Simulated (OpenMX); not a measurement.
Hf: band structure with PBE

Hf:

```
Hf
1.0
     3.19670    0.00000    0.00000
    -1.59835    2.76842    0.00000
     0.00000    0.00000    5.05780
Hf
2
Cartesian
  1.5984 0.9228 3.7934
  0.0000 1.8456 1.2645
```

```yaml
Program: OpenMX 3.8.5
Task: band structure
Functional: PBE
Potentials_or_basis: OpenMX 2013 PBE set, Hf7.0-s3p2d2f1, grid cutoff 400 Ry
k_mesh: 7 × 7 × 5
Occupations: fermi-dirac, width 0.05 eV
Spin: non-collinear spin, zero start, spin-orbit coupling
Starting_moments: "[[0.0, 0.0, 0.0], [0.0, 0.0, 0.0]] μB"
Mixing_scheme: rmm-diisk
SCF_threshold: 1e-07 Ha
Solver: band
Max_SCF_cycles: 100
```

- Largest force: 0.009 eV/Å
- Band gap along the path: none (metal or under the smearing width)
- Net moment: 0.00 μB per cell

Forces on the atoms (eV/Å):
```
Hf   0.005  0.008  0.000
Hf  -0.005 -0.008  0.000
```

Levels at the corners of the path, in eV from the Fermi level:
```csv
point,band 22,band 23,band 24,band 25,band 26,band 27
Γ,0.60,0.95,0.95,1.34,1.34,1.37
M,-2.27,-0.82,-0.82,0.68,0.68,0.82
K,-1.67,-1.46,-1.46,0.25,0.25,0.36
Γ,0.60,0.95,0.95,1.34,1.34,1.37
A,0.09,0.09,0.09,0.88,0.88,0.88
L,-1.03,-1.03,-1.03,1.11,1.11,1.11
H,-1.62,-1.38,-1.38,-0.38,-0.38,-0.12
A|L,0.09,0.09,0.09,0.88,0.88,0.88
M|K,-2.27,-0.82,-0.82,0.68,0.68,0.82
H,-1.62,-1.38,-1.38,-0.38,-0.38,-0.12
```

Wall time 8 min on 1 thread of AMD EPYC 7R43 64-Core Processor (Zen 3), on a shared host, peak memory 0.86 GiB.

Caveat: total energies with and without spin-orbit coupling shouldn't be compared in this program; the basis of atomic orbitals isn't converged, which shifts pressures, moduli and gaps.
